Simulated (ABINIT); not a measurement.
GaAs: single point with PBE

**Experimental background.**

From “Evidence of valence band perturbations in GaAsN/GaAs(001): A combined variable-angle spectroscopic ellipsometry and modulated photoreflectance investigation”, 2008, arxiv:0805.2212, for a bulk crystal of GaAs at 300 K: band gap 1.418 ± 0.005 eV (direct).

Crystal: GaAs.

```
CELL_PARAMETERS angstrom
0.00000 2.82685 2.82685
2.82685 0.00000 2.82685
2.82685 2.82685 0.00000
ATOMIC_POSITIONS crystal
As 0.75000 0.75000 0.75000
Ga 0.00000 0.00000 0.00000
```

```
Program             : ABINIT 10.8.3 (patched build)
Task                : single point
Functional          : PBE
Potentials or basis : PseudoDojo NC SR PBE v0.4.1 standard
Cutoff              : 1034 eV
k mesh              : 6 × 6 × 6
Occupations         : fermi-dirac, width 0.05 eV
Spin                : no spin polarisation
```

| Property | Result |
| --- | --- |
| Band gap on the k mesh | 0.51 eV, direct |
| Valence electrons inside the program's atomic spheres | As 12.37; Ga 10.82 |

Levels at points of the mesh, in eV from the valence-band top:
```tsv
k point	band 12	band 13	band 14	band 15	band 16	band 17
(0.00, 0.00, 0.00)	0.00	0.00	0.00	0.51	3.74	3.74
(0.50, 0.00, 0.00)	-6.64	-1.14	-1.14	1.00	4.64	4.64
(0.50, 0.50, 0.00)	-6.81	-2.68	-2.68	1.47	1.66	10.17
```

It took 12 s on 4 MPI ranks on Arm Neoverse V2, on a shared host, peak memory 0.32 GiB a rank.

A measured gap of GaAs is 1.418 eV (direct; 300 K; “Evidence of valence band perturbations in GaAsN/GaAs(001): A combined variable-angle spectroscopic ellipsometry and modulated photoreflectance investigation”, 2008, arxiv:0805.2212); the calculated 0.51 eV misses it by -0.90 eV. 3 values of this kind are on record (1.412 to 1.51 eV); this one was drawn at random among those near their median, those with a stated uncertainty first. Spin-orbit coupling on As, Ga is left out. The value is that of PBE on a finite k mesh, which can miss the band edges, without temperature or zero-point motion. Semilocal functionals fall short of measured gaps as a rule.
